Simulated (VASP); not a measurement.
# Sn (Fmmm) in VASP: a series of runs, part 2 of 3

VASP 6.6.1. The steps go on from the part before.

**3. Relaxation of cell and atoms, r2SCAN**

This run uses another cell than the first one, of 26.66 Å³/atom, 0.992 times its volume.

File POSCAR:

```
Sn
1.0
    0.0000000000      2.4483417270      2.6097766868
    2.0861440771      0.0000000000      2.6097766868
    2.0861440771      2.4483417270      0.0000000000
Sn
1
Direct
    0.0000000000      0.0000000000      0.0000000000
```

File INCAR.step1:

```
PREC = Accurate
ENCUT = 600
ISMEAR = 0
SIGMA = 0.1
LREAL = F
LASPH = T
NELM = 100
GGA = PE
ALGO = Normal
EDIFF = 1E-4
LWAVE = T
LCHARG = F
```

File INCAR.step2:

```
PREC = Accurate
ENCUT = 600
EDIFF = 1E-6
ISMEAR = 0
SIGMA = 0.1
LREAL = F
LASPH = T
NELM = 100
ALGO = Normal
ISIF = 3
LWAVE = F
LCHARG = F
METAGGA = R2SCAN
LMIXTAU = T
IBRION = 2
NSW = 90
EDIFFG = -0.04
ISTART = 1
```

File KPOINTS:

```
regular mesh
0
Gamma
  6 6 6
```

Potentials or basis: VASP PAW PBE potentials, release 64 (Sn_d).

Launch:

```bash
$ cat potpaw_PBE.64/Sn_d/POTCAR > POTCAR
$ cp INCAR.step1 INCAR
$ mpirun -np 1 vasp_std > vasp.out
$ cp INCAR.step2 INCAR
$ mpirun -np 1 vasp_std > vasp.out
```

OUTCAR:

```text
PREC = Accurate
   ENCUT = 600
   EDIFF = 1E-6
   ISMEAR = 0
   LREAL = F
   LASPH = T
   NELM = 100
   ISIF = 3
   METAGGA = R2SCAN
   IBRION = 2
   NSW = 90
   EDIFFG = -0.04
   ISTART = 1

 ion  position               nearest neighbor table
   1  0.000  0.000  0.000-

  LATTYP: Found a face centered orthorhombic cell.
 ALAT       =     4.1722881542
 B/A-ratio  =     1.1736206305
 C/A-ratio  =     1.2510050075

  Lattice vectors:

 A1 = (   0.0000000000,   2.4483417270,   2.6097766868)
 A2 = (   2.0861440771,   0.0000000000,   2.6097766868)
 A3 = (   2.0861440771,   2.4483417270,   0.0000000000)

Analysis of symmetry for initial positions (statically):
=====================================================================
 Subroutine PRICEL returns:
 Original cell was already a primitive cell.

 Routine SETGRP: Setting up the symmetry group for a
 face centered orthorhombic supercell.

 Subroutine GETGRP returns: Found  8 space group operations
 (whereof  8 operations were pure point group operations)
 out of a pool of  8 trial point group operations.

The static configuration has the point symmetry D_2h.

Analysis of symmetry for dynamics (positions and initial velocities):
=====================================================================
 Subroutine PRICEL returns:
 Original cell was already a primitive cell.

 Routine SETGRP: Setting up the symmetry group for a
 face centered orthorhombic supercell.

 Subroutine GETGRP returns: Found  8 space group operations
 (whereof  8 operations were pure point group operations)
 out of a pool of  8 trial point group operations.

The dynamic configuration has the point symmetry D_2h.

 Subroutine INISYM returns: Found  8 space group operations
 (whereof  8 operations are pure point group operations),
 and found     1 'primitive' translations

----------------------------------------------------------------------------------------

                                     Primitive cell

  volume of cell :      26.6594

  direct lattice vectors                    reciprocal lattice vectors
     0.000000000  2.448341727  2.609776687    -0.239676639  0.204219858  0.191587274
     2.086144077  0.000000000  2.609776687     0.239676639 -0.204219858  0.191587274
     2.086144077  2.448341727  0.000000000     0.239676639  0.204219858 -0.191587274

  length of vectors
     3.578451001  3.341097344  3.216578045     0.368586930  0.368586930  0.368586930

  position of ions in fractional coordinates (direct lattice)
     0.000000000  0.000000000  0.000000000

  ion indices of the primitive-cell ions
   primitive index   ion index
                 1           1

----------------------------------------------------------------------------------------

 KPOINTS: regular mesh

Automatic generation of k-mesh.
 Grid dimensions read from file:
 generate k-points for:    6    6    6

 Generating k-lattice:

  Cartesian coordinates                     Fractional coordinates (reciprocal lattice)
    -0.039946106  0.034036643  0.031931212     0.166666667  0.000000000  0.000000000
[... 63 lines left out ...]
   IBRION =      2    ionic relax: 0-MD 1-quasi-New 2-CG
   NFREE  =      1    steps in history (QN), initial steepest desc. (CG)
   ISIF   =      3    stress and relaxation
   ISYM   =      2    0-nonsym 1-usesym 2-fastsym
   POTIM  = 0.5000    time-step for ionic-motion
   TEBEG  =    0.0;   TEEND  =   0.0 temperature during run
   PSTRESS=    0.0 pullay stress
   NELECT =      14.0000    total number of electrons
   NUPDOWN=      -1.0000    fix difference up-down
   EMIN   =  10.00;   EMAX   =-10.00  energy-range for DOS
   EFERMI =   0.00;   METHOD = LEGACY
   ISMEAR =     0;   SIGMA  =   0.10  broadening in eV -4-tet -1-fermi 0-gaus
   EFERMI_NEDOS =   21; number of points for ismear=-14 and -15
   IALGO  =     38    algorithm
   IMIX   =      4    mixing-type and parameters
     AMIX     =   0.40;   BMIX     =  1.00
     AMIX_MAG =   1.60;   BMIX_MAG =  1.00
  volume/ion in A,a.u.               =      26.66       179.91
  Fermi-wavevector in a.u.,A,eV,Ry     =   1.320792  2.495934 23.735232  1.744490
  Thomas-Fermi vector in A             =   2.450592
   LORBIT       =      0    0 simple, 1 ext, 2 COOP (PROOUT), +10 PAW based schemes
   METAGGA = R2SCAN    functional components
   LHFCALC =     F    Hartree Fock is set to
   AEXX    =    0.0000 exact exchange contribution
   IVDW    =     0    specifies the selected vdW correction
   LEPSILON=     F    determine dielectric tensor
   LRPA    =     F    only Hartree local field effects (RPA)
 conjugate gradient relaxation of ions
 non-spin polarized calculation
 Gauss-broadening in eV      SIGMA  =   0.10
  energy-cutoff  :      600.00
  volume of cell :       26.66
 maximum number of plane-waves:       902
 NGX is ok and might be reduce to    30
   NGX = 15   NGY = 13   NGZ = 13

--------------------------------------- Ionic step        1  -------------------------------------------

 number of electron      14.0000001 magnetization

 Free energy of the ion-electron system (eV)
  ---------------------------------------------------
  ext. energy  EPLUGINS =         0.00000000
  ---------------------------------------------------
  free energy    TOTEN  =       -24.48690674 eV

  energy without entropy =      -24.48553564  energy(sigma->0) =      -24.48622119

------------------------ aborting loop because EDIFF is reached ----------------------------------------

  FORCE on cell =-STRESS in cart. coord.  units (eV):
  Direction    XX          YY          ZZ          XY          YZ          ZX
  --------------------------------------------------------------------------------------
  -------------------------------------------------------------------------------------
  Total       -0.3654742      0.3182861      0.7718319      0.0000000      0.0000000      0.0000000
  in kB      -21.9643124     19.1283941     46.3856509      0.0000000      0.0000000      0.0000000
  external PRESSURE =      14.5165776 kB  Pullay stress =       0.0000000 kB
[... 86 lines left out ...]
  FREE ENERGIE OF THE ION-ELECTRON SYSTEM (eV)
  ---------------------------------------------------
  free  energy   TOTEN  =       -24.5117502175 eV

  energy  without entropy=      -24.5102143882  energy(sigma->0) =      -24.51098230

[... ionic steps 4 to 23 ...]

--------------------------------------- Ionic step       24  -------------------------------------------

 number of electron      13.9999997 magnetization

------------------------ aborting loop because EDIFF is reached ----------------------------------------
[... 65 lines left out ...]
--------------------------------------- Ionic step       26  -------------------------------------------

 number of electron      13.9999997 magnetization

 Free energy of the ion-electron system (eV)
  ---------------------------------------------------
  ext. energy  EPLUGINS =         0.00000000
  ---------------------------------------------------
  free energy    TOTEN  =       -24.53214780 eV

  energy without entropy =      -24.53106617  energy(sigma->0) =      -24.53160699

 E-fermi :   7.9658     XC(G=0): -11.3040

 val. band max:        7.9013575968   @ k =   0.5000   0.1667   0.3333
 cond. band min:       8.4571212550   @ k =  -0.1667   0.3333   0.3333
 fundamental gap:      0.5557636582
 Fermi energy:         7.9658148856

 k-point     1 :       0.0000    0.0000    0.0000
  band No.  band energies     occupation
      1     -14.1434      2.00000
      2     -14.1333      2.00000
      3     -14.1321      2.00000
      4     -13.9902      2.00000
      5     -13.9712      2.00000
      6      -3.5810      2.00000
      7      16.5181      0.00000
      8      16.6256      0.00000
      9      16.7727      0.00000
     10      20.7620      0.00000
     11      21.1817      0.00000
[... 309 lines left out ...]
 k-point    24 :       0.5000    0.3333    0.1667
  band No.  band energies     occupation
      1     -14.1147      2.00000
      2     -14.0842      2.00000
      3     -14.0299      2.00000
      4     -14.0018      2.00000
      5     -13.9579      2.00000
      6      -0.3169      2.00000
      7       7.7637      1.99575
      8      10.6161      0.00000
      9      12.1849      0.00000
     10      16.8275      0.00000
     11      19.8279      0.00000

 [... further k-points ...]

------------------------ aborting loop because EDIFF is reached ----------------------------------------

  FORCE on cell =-STRESS in cart. coord.  units (eV):
  Direction    XX          YY          ZZ          XY          YZ          ZX
  --------------------------------------------------------------------------------------
  -------------------------------------------------------------------------------------
  Total       -0.0239237      0.0239791      0.0187236      0.0000000      0.0000000      0.0000000
  in kB       -1.4217258      1.4250149      1.1126949      0.0000000      0.0000000      0.0000000
  external PRESSURE =       0.3719947 kB  Pullay stress =       0.0000000 kB
[... 16 lines left out ...]
  FREE ENERGIE OF THE ION-ELECTRON SYSTEM (eV)
  ---------------------------------------------------
  free  energy   TOTEN  =       -24.5321478041 eV

  energy  without entropy=      -24.5310661695  energy(sigma->0) =      -24.53160699

 reached required accuracy - stopping structural energy minimisation
```

Run time: 11 min. Hardware: 1 thread of Intel Xeon 6975P-C (Granite Rapids), shared host; peak memory 0.18 GiB.

What came out:

| Item | Value |
| --- | --- |
| Free energy | -24.5321 eV |
| Relaxed volume | 26.96 Å³/atom |
| Relaxed cell | a = 3.740 Å, b = 3.282 Å, c = 3.263 Å, α = 69.69°, β = 55.39°, γ = 54.91° |
| Space group after relaxing (to 0.05 Å) | I4/mmm (No. 139) |
| Energy gained by relaxing | 45.2 meV/atom |
| Ionic steps | 26 |
| Pressure after relaxing | 0.0 GPa |
| Band gap on the k mesh | none (metal or under the smearing width) |

Stress tensor (GPa, compression positive):
```
-0.14  0.00  0.00
 0.00  0.14  0.00
 0.00  0.00  0.11
```

Step by step:
| step | energy change (eV) | largest force (eV/Å) | pressure (GPa) | volume (Å³) |
| --- | --- | --- | --- | --- |
| 1 | 0.0000 | 0.0000 | 1.45 | 26.66 |
| 2 | -0.0240 | 0.0000 | -0.99 | 27.58 |
| 3 | -0.0248 | 0.0000 | -1.51 | 27.83 |
| 4 | -0.0249 | 0.0000 | -1.36 | 27.77 |
| 5 | -0.0301 | 0.0000 | -0.25 | 27.04 |
| 6 | -0.0301 | 0.0000 | -0.39 | 27.11 |
| 7 | -0.0316 | 0.0000 | 0.19 | 26.82 |
| 8 | -0.0318 | 0.0000 | 0.52 | 26.66 |
| 9 | -0.0328 | 0.0000 | 0.58 | 26.67 |
| 10 | -0.0352 | 0.0000 | 0.55 | 26.67 |
| 11 | -0.0364 | 0.0000 | 0.01 | 26.93 |
| 12 | -0.0378 | 0.0000 | -0.56 | 27.29 |
| 13 | -0.0370 | 0.0000 | -1.88 | 28.01 |
| 14 | -0.0386 | 0.0000 | -0.97 | 27.52 |
| 15 | -0.0387 | 0.0000 | -1.26 | 27.67 |
| 16 | -0.0387 | 0.0000 | -1.13 | 27.61 |
| 17 | -0.0390 | 0.0000 | -1.23 | 27.65 |
| 18 | -0.0393 | 0.0000 | -1.45 | 27.76 |
| 19 | -0.0398 | 0.0000 | -1.37 | 27.72 |
| 20 | -0.0412 | 0.0000 | -1.19 | 27.61 |
| 21 | -0.0432 | 0.0000 | -0.79 | 27.38 |
| 22 | -0.0449 | 0.0000 | 0.10 | 26.93 |
| 23 | -0.0450 | 0.0000 | 0.10 | 26.93 |
| 24 | -0.0452 | 0.0000 | 0.08 | 26.95 |
| 25 | -0.0452 | 0.0000 | 0.02 | 26.97 |
| 26 | -0.0452 | 0.0000 | 0.04 | 26.96 |

Final structure:
```yaml
crystal:
  lattice:
    - [0.00000, 2.63248, 2.65614]
    - [1.92787, 0.00000, 2.65614]
    - [1.92787, 2.63248, 0.00000]
  atoms:
    - { symbol: Sn, position: [0.00000, 0.00000, 0.00000] }
```

Levels at points of the mesh, in eV from the Fermi level:
| k point | band 4 | band 5 | band 6 | band 7 | band 8 | band 9 | band 10 | band 11 |
| --- | --- | --- | --- | --- | --- | --- | --- | --- |
| (0.00, 0.00, 0.00) | -21.96 | -21.94 | -11.55 | 8.55 | 8.66 | 8.81 | 12.80 | 13.22 |
| (0.50, 0.00, 0.00) | -21.95 | -21.86 | -6.56 | -4.59 | 4.08 | 6.24 | 8.87 | 9.08 |
| (0.50, 0.50, 0.00) | -21.94 | -21.85 | -6.42 | -4.53 | 3.75 | 5.72 | 8.48 | 8.57 |
| (0.50, 0.00, 0.50) | -21.95 | -21.85 | -6.26 | -4.49 | 3.60 | 5.66 | 8.42 | 8.43 |
| (0.00, 0.50, 0.50) | -21.88 | -21.87 | -2.13 | -0.85 | -0.26 | -0.17 | 4.26 | 4.47 |

Caveat: the k mesh is coarse (spacing up to 0.39 Å⁻¹), so the values aren't converged; the PAW data sets were made with another functional, which shifts forces and pressure a little.

[end of part 2 of 3]
